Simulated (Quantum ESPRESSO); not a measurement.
Ni in Quantum ESPRESSO: the effect of functional

Ni:

```
Ni
1.0
     0.00000    1.73757    1.73757
     1.73757    0.00000    1.73757
     1.73757    1.73757    0.00000
Ni
1
Direct
  0.00000 0.00000 0.00000
```

Alike in all runs:

* Program: Quantum ESPRESSO 7.5
* Task: phonons
* Cutoff: 612 eV
* Density cutoff: 4898 eV
* k mesh: 11 × 11 × 11
* Occupations: cold, width 0.2 eV
* Spin: collinear spin, ferromagnetic start
* Starting moments: [1.0] μB

Each run relaxes the cell or the atoms first.

| functional | potentials or basis | relaxed volume (Å³/atom) | highest phonon frequency (cm⁻¹) |
| --- | --- | --- | --- |
| LDA | GBRV 1.5 LDA | 10.03 | 299 |
| PBE | GBRV 1.5 PBE | ? | ? |
| PBEsol | GBRV 1.5 PBEsol | 10.36 | 293 |
| RPBE | GBRV 1.5 PBE | 11.12 | 283 |
| AM05 | GBRV 1.5 PBE | 10.29 | 432 |
| WC | GBRV 1.5 PBE | 10.40 | 292 |

Question: What does the run with functional PBE give?

Answer: Relaxed volume 10.83 Å³/atom; highest phonon frequency 285 cm⁻¹.

Caveats: the mesh is thin for the phonons of a metal; the q point doesn't lie on the k mesh, which can shift a metal's frequencies strongly unless the mesh is converged; the potentials were made for another functional, which shifts forces and pressure (some runs).
